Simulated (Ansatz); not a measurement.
## BN: experiment and calculation

**Measured values to compare with.**

A printed reference work, textbook reports, for a bulk crystal of BN: lattice constant a 2.504 Å; lattice constant c 6.6612 Å.

From “Anisotropic thermo-mechanical response of layered hexagonal boron nitride and black phosphorus: application as a simultaneous pressure and temperature sensor”, 2023, arxiv:2307.07533, for a powder of BN at 300 K: bulk modulus 27.4 ± 0.9 GPa.

The results are compared with them further down.

All numbers below come from Ansatz 0.2.0, DFT PBE, scalar-relativistic, plane waves, PAW.

Settings: cutoff 420 eV, Γ-centred mesh 12×12×4 on the computed 4-atom cell, Gaussian smearing of 0.02 eV; no spin polarisation.

Relaxed structure, symmetry kept:

```cif
data_structure
_symmetry_space_group_name_H-M 'P6_3/mmc'
_symmetry_Int_Tables_number 194
_cell_length_a 2.5122
_cell_length_b 2.5122
_cell_length_c 8.3695
_cell_angle_alpha 90.000
_cell_angle_beta 90.000
_cell_angle_gamma 120.000
_cell_volume 45.74
loop_
_atom_site_label
_atom_site_type_symbol
_atom_site_symmetry_multiplicity
_atom_site_Wyckoff_symbol
_atom_site_fract_x
_atom_site_fract_y
_atom_site_fract_z
_atom_site_occupancy
B1 B 2 c 0.33333 0.66667 0.25000 1
N1 N 2 d 0.33333 0.66667 0.75000 1
```

```
Space group                                                                                                                                 : P6_3/mmc (No. 194)
Volume per atom                                                                                                                             : 11.44 Å³
Formation energy from the elements' standard states (uncorrected)                                                                           : -1.252 eV/atom
Kohn–Sham band gap                                                                                                                          : 4.39 eV, indirect from (0.333, 0.333, 0.497) to Γ
Löwdin character of the top 1 eV of the valence band                                                                                        : N 2p 88 %, B 2p 11 %
Löwdin character of the lowest 1 eV of the conduction band                                                                                  : B 2p 79 %, N 2p 10 %, unprojected 8 %
Electron masses at the edge by Cartesian direction of the standard setting (m_e; degenerate bands sorted by energy; no spin-orbit coupling) : x: 0.89; y: 0.89; z: 0.38
Hole masses at the edge by Cartesian direction of the standard setting (m_e; degenerate bands sorted by energy; no spin-orbit coupling)     : x: 0.67, 0.63; y: 0.67, 0.63; z: over 30, over 30
Bader charges (e)                                                                                                                           : B (2 in the cell) 2.22, N (2 in the cell) -2.22
```

Each cell of BN holds layers, and where no dispersion correction was added their binding is poorly described.

Against the measured lattice constant a of BN, 2.504 Å (a printed reference work, textbook), the calculated 2.512 Å is off by +0.3 %. Against the measured lattice constant c of BN, 6.6612 Å (a printed reference work, textbook), the calculated 8.369 Å is off by +25.6 %. So large a difference can come from the functional (as between layers that it hardly binds), but also from another choice of axes, another phase or a misread value. The calculation is for 0 K without zero-point motion. Against the measured bulk modulus of BN, 27.4 GPa (300 K; powder; the paper above), the calculated 2 GPa is off by -93.4 %. So large a miss may mean another phase, state or a wrong row.